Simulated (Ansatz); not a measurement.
How fast does Zn move in ZnS?

Method: DFT PBE, scalar-relativistic, plane waves, PAW (Ansatz). Run with 420 eV cutoff, 2×2×2 k-mesh, Gaussian smearing of 0.02 eV, no spin polarisation.

Host crystal, relaxed:

```xyz
2
Lattice="0.0000 2.7212 2.7212 2.7212 0.0000 2.7212 2.7212 2.7212 0.0000" Properties=species:S:1:pos:R:3 pbc="T T T"
Zn    0.0000    0.0000    0.0000
S     4.0817    4.0817    4.0817
```

In a supercell of 16 host sites with charge -2, Zn trades places with a neighbouring Zn vacancy, moving 3.85 Å. Climbing-image nudged elastic band at fixed cell; the order of the saddle wasn't checked, and the small cell leaves errors of about a tenth of an eV.

| image | path (Å) | E − E(0) (eV) |
| --- | --- | --- |
| 0 | 0.00 | 0.000 |
| 1 | 1.17 | 0.761 |
| 2 | 2.34 | 1.562 |
| 3 | 3.50 | 0.761 |
| 4 | 4.67 | 0.000 |

Task: What are the barriers forward and back, and what attempt frequency does the shape suggest?

Result: Forward 1.56 eV, back 1.56 eV, the ends being level. For a sinusoidal profile E_b sin²(πx/l), with the Zn atom alone moving, ν = (1/l)√(E_b/2m) = 2.8×10¹² s⁻¹, within an order of magnitude of the customary 10¹³ s⁻¹; a true prefactor needs the vibrations at the minimum and at the saddle.

Task: With ν = 10¹³ s⁻¹, how often does the exchange happen at 300, 600 and 1000 K once atom and vacancy are neighbours, taking the host as solid throughout? Does that give the diffusivity?

Result: k = ν exp(−E_b/k_BT):
```
T (K) k (1/s) wait (s)
  300  5.7×10⁻¹⁴  1.8×10¹³
  600       0.76       1.3
 1000    1.3×10⁵  7.5×10⁻⁶
```

No. The atom can jump only when a vacancy is beside it, so where vacancies are thermal the activation energy of diffusion adds the vacancy's formation energy; where doping, quenching or off-stoichiometry fixes their number, it doesn't. And repeated exchanges only swap the two back and forth: Zn gets on when the vacancy moves round it by other jumps, which the correlation factor counts. An error of 0.1 eV in the barrier changes k by a factor of 48 at 300 K and 3.2 at 1000 K.

Cost: 1 run of about 4.7 core-minutes, on Intel Xeon 6975P-C (Granite Rapids) (shared hosts).